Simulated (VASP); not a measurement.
# KCl (Sylvite) (Fm-3m) in VASP: further runs, part 2 of 2

VASP 6.6.1.

**3. Relaxation of the atoms, PBE (a relaxed cell with its volume scaled by 1.02)**

INCAR reads:

```
ALGO = Normal
EDIFF = 1E-7
EDIFFG = -0.01
ENCUT = 600
GGA = PE
IBRION = 2
ISIF = 2
ISMEAR = 0
LASPH = True
LCHARG = False
LREAL = False
LWAVE = False
NELM = 80
NSW = 40
PREC = Accurate
SIGMA = 0.03
```

KPOINTS reads:

```
k-points
0
Gamma
  8 8 8
```

POSCAR reads:

```
KCl                                     
1.0
    0.0000000000      3.2148020488      3.2148020488
    3.2148020488      0.0000000000      3.2148020488
    3.2148020488      3.2148020488      0.0000000000
  K               Cl            
     1     1
Direct
     0.0000000000000000    0.0000000000000000    0.0000000000000000
     0.5000000000000000    0.5000000000000000    0.5000000000000000
```

Potentials or basis: VASP PAW PBE potentials, release 64 (K_sv, Cl).

Started as:

```
$ cat potpaw_PBE.64/K_sv/POTCAR potpaw_PBE.64/Cl/POTCAR > POTCAR
$ mpirun -np 1 vasp_std > vasp.out
```

OUTCAR:

```text
EDIFF = 1E-7
   EDIFFG = -0.01
   ENCUT = 600
   GGA = PE
   IBRION = 2
   ISIF = 2
   ISMEAR = 0
   LASPH = True
   LREAL = False
   NELM = 80
   NSW = 40
   PREC = Accurate

 ion  position               nearest neighbor table
   1  0.000  0.000  0.000-   2 3.21   2 3.21   2 3.21   2 3.21   2 3.21   2 3.21
   2  0.500  0.500  0.500-   1 3.21   1 3.21   1 3.21   1 3.21   1 3.21   1 3.21

  LATTYP: Found a face centered cubic cell.
 ALAT       =     6.4296040976

  Lattice vectors:

 A1 = (   0.0000000000,   3.2148020488,   3.2148020488)
 A2 = (   3.2148020488,   0.0000000000,   3.2148020488)
[... 550 lines left out ...]
  Direction    XX          YY          ZZ          XY          YZ          ZX
  --------------------------------------------------------------------------------------
  -------------------------------------------------------------------------------------
  Total       -0.1249061     -0.1249061     -0.1249061     -0.0000000      0.0000000     -0.0000000
  in kB       -3.0116300     -3.0116300     -3.0116300     -0.0000000      0.0000000     -0.0000000
  external PRESSURE =      -3.0116300 kB  Pullay stress =       0.0000000 kB

 VOLUME and BASIS-vectors are now :
 -----------------------------------------------------------------------------
  energy-cutoff  :      600.00
  volume of cell :       66.45
      direct lattice vectors                 reciprocal lattice vectors
     0.000000000  3.214802049  3.214802049    -0.155530572  0.155530572  0.155530572
     3.214802049  0.000000000  3.214802049     0.155530572 -0.155530572  0.155530572
     3.214802049  3.214802049  0.000000000     0.155530572  0.155530572 -0.155530572

 POSITION                                       TOTAL-FORCE (eV/Angst)
 -----------------------------------------------------------------------------------
      0.00000      0.00000      0.00000        -0.000000      0.000000      0.000000
      3.21480      3.21480      3.21480         0.000000     -0.000000     -0.000000
 -----------------------------------------------------------------------------------
    total drift:                                0.000000      0.000000      0.000000

  FREE ENERGIE OF THE ION-ELECTRON SYSTEM (eV)
  ---------------------------------------------------
  free  energy   TOTEN  =        -6.8101879672 eV

  energy  without entropy=       -6.8101879672  energy(sigma->0) =       -6.81018797

 reached required accuracy - stopping structural energy minimisation
```

CONTCAR:

```text
KCl
   1.00000000000000
     0.0000000000000000    3.2148020488000002    3.2148020488000002
     3.2148020488000002    0.0000000000000000    3.2148020488000002
     3.2148020488000002    3.2148020488000002    0.0000000000000000
  K               Cl
     1     1
Direct
     0.0000000000000000    0.0000000000000000    0.0000000000000000
     0.5000000000000000    0.5000000000000000    0.5000000000000000

  0.00000000E+00  0.00000000E+00  0.00000000E+00
  0.00000000E+00  0.00000000E+00  0.00000000E+00
```

Wall time 13 s (1 thread of Intel Xeon 6975P-C (Granite Rapids), shared host); peak memory 0.21 GiB.

What came out:

```
Free energy             : -6.8102 eV
Pressure after relaxing : -0.3 GPa
Band gap on the k mesh  : 4.97 eV, direct
```

Final structure:
```
K Cl
1.0
     0.00000    3.21480    3.21480
     3.21480    0.00000    3.21480
     3.21480    3.21480    0.00000
K Cl
1 1
Direct
  0.00000 0.00000 0.00000
  0.50000 0.50000 0.50000
```

Levels at points of the mesh, in eV from the valence-band top:
| k point | band 4 | band 5 | band 6 | band 7 | band 8 | band 9 | band 10 | band 11 | band 12 |
| --- | --- | --- | --- | --- | --- | --- | --- | --- | --- |
| (0.00, 0.00, 0.00) | -10.82 | -10.82 | 0.00 | 0.00 | 0.00 | 4.97 | 8.34 | 8.34 | 8.34 |
| (0.50, 0.00, 0.00) | -10.83 | -10.61 | -0.95 | -0.28 | -0.28 | 7.40 | 8.34 | 10.31 | 10.31 |
| (0.50, 0.50, 0.00) | -10.86 | -10.86 | -0.61 | -0.21 | -0.21 | 6.57 | 8.06 | 9.70 | 10.11 |

Caveat: the relaxation stopped at its first step, so nothing moved.

**4. Relaxation of the atoms, PBE (a relaxed cell with its volume scaled by 1.04)**

INCAR is that of step 3.

KPOINTS is that of step 3.

POSCAR reads:

```
KCl                                     
1.0
    0.0000000000      3.2356779717      3.2356779717
    3.2356779717      0.0000000000      3.2356779717
    3.2356779717      3.2356779717      0.0000000000
  K               Cl            
     1     1
Direct
     0.0000000000000000    0.0000000000000000    0.0000000000000000
     0.5000000000000000    0.5000000000000000    0.5000000000000000
```

Started as:

```
$ cat potpaw_PBE.64/K_sv/POTCAR potpaw_PBE.64/Cl/POTCAR > POTCAR
$ mpirun -np 1 vasp_std > vasp.out
```

Run time: 19 s. Hardware: 1 thread of Intel Xeon 6975P-C (Granite Rapids), shared host; peak memory 0.24 GiB.

The run converged. Its results:

```
Free energy             : -6.8067 eV
Pressure after relaxing : -0.6 GPa
Band gap on the k mesh  : 4.91 eV, direct
```

Final structure:
```
K Cl
1.0
     0.00000    3.23568    3.23568
     3.23568    0.00000    3.23568
     3.23568    3.23568    0.00000
K Cl
1 1
Cartesian
  0.0000 0.0000 0.0000
  3.2357 3.2357 3.2357
```

Levels at points of the mesh, in eV from the valence-band top:
```csv
k point,band 4,band 5,band 6,band 7,band 8,band 9,band 10,band 11,band 12
"(0.00, 0.00, 0.00)",-10.87,-10.87,0.00,0.00,0.00,4.91,8.32,8.32,8.32
"(0.50, 0.00, 0.00)",-10.88,-10.67,-0.92,-0.26,-0.26,7.34,8.26,10.24,10.24
"(0.50, 0.50, 0.00)",-10.91,-10.91,-0.60,-0.21,-0.21,6.58,7.97,9.58,10.06
```

Caveat: the relaxation stopped at its first step, so nothing moved.

**5. Relaxation of the atoms, PBE (a relaxed cell with its volume scaled by 1.06)**

INCAR is that of step 4.

KPOINTS is that of step 4.

POSCAR reads:

```
KCl                                     
1.0
    0.0000000000      3.2562879412      3.2562879412
    3.2562879412      0.0000000000      3.2562879412
    3.2562879412      3.2562879412      0.0000000000
  K               Cl            
     1     1
Direct
     0.0000000000000000    0.0000000000000000    0.0000000000000000
     0.5000000000000000    0.5000000000000000    0.5000000000000000
```

Started as:

```
$ cat potpaw_PBE.64/K_sv/POTCAR potpaw_PBE.64/Cl/POTCAR > POTCAR
$ mpirun -np 1 vasp_std > vasp.out
```

Run time: 18 s. Hardware: 1 thread of Intel Xeon 6975P-C (Granite Rapids), shared host; peak memory 0.24 GiB.

The run converged. Its results:

| Quantity | Value |
| --- | --- |
| Free energy | -6.8010 eV |
| Pressure after relaxing | -0.8 GPa |
| Band gap on the k mesh | 4.85 eV, direct |

Final structure:
```
K Cl
1.0
     0.00000    3.25629    3.25629
     3.25629    0.00000    3.25629
     3.25629    3.25629    0.00000
K Cl
1 1
Direct
  0.00000 0.00000 0.00000
  0.50000 0.50000 0.50000
```

Levels at points of the mesh, in eV from the valence-band top:
| k point | band 6 | band 7 | band 8 | band 9 | band 10 | band 11 |
| --- | --- | --- | --- | --- | --- | --- |
| (0.00, 0.00, 0.00) | 0.00 | 0.00 | 0.00 | 4.85 | 8.30 | 8.30 |
| (0.50, 0.00, 0.00) | -0.89 | -0.25 | -0.25 | 7.29 | 8.18 | 10.18 |
| (0.50, 0.50, 0.00) | -0.59 | -0.20 | -0.20 | 6.59 | 7.89 | 9.48 |

Caveat: the relaxation stopped at its first step, so nothing moved.

**6. The runs side by side**

| cell | gap on the mesh (eV) | pressure (GPa) |
| --- | --- | --- |
| atoms relaxed | 5.04 | 0.0 |
| atoms relaxed from: a relaxed cell with its volume scaled by 1.02 | 4.97 | -0.3 |
| atoms relaxed from: a relaxed cell with its volume scaled by 1.04 | 4.91 | -0.6 |
| atoms relaxed from: a relaxed cell with its volume scaled by 1.06 | 4.85 | -0.8 |

Alike in all rows: task relaxation of the atoms; level PBE; potentials or basis VASP PAW PBE potentials, release 64 (K_sv, Cl); no spin polarisation; k mesh 8 × 8 × 8; cutoff (eV) 600; smearing gaussian 0.03 eV.

Caveats: the relaxation stopped at its first step, so nothing moved.

Total energies depend on the potentials used, so only differences within one code and one set of settings carry meaning.

**7. Comparison with measurements**

Step 2. Against the measured gap of KCl, 8.68 eV (a printed reference work, monograph), the calculated 5.04 eV is off by -3.64 eV. The value is that of PBE on a finite k mesh, which can miss the band edges, without temperature or zero-point motion. Semilocal functionals fall short of measured gaps as a rule.
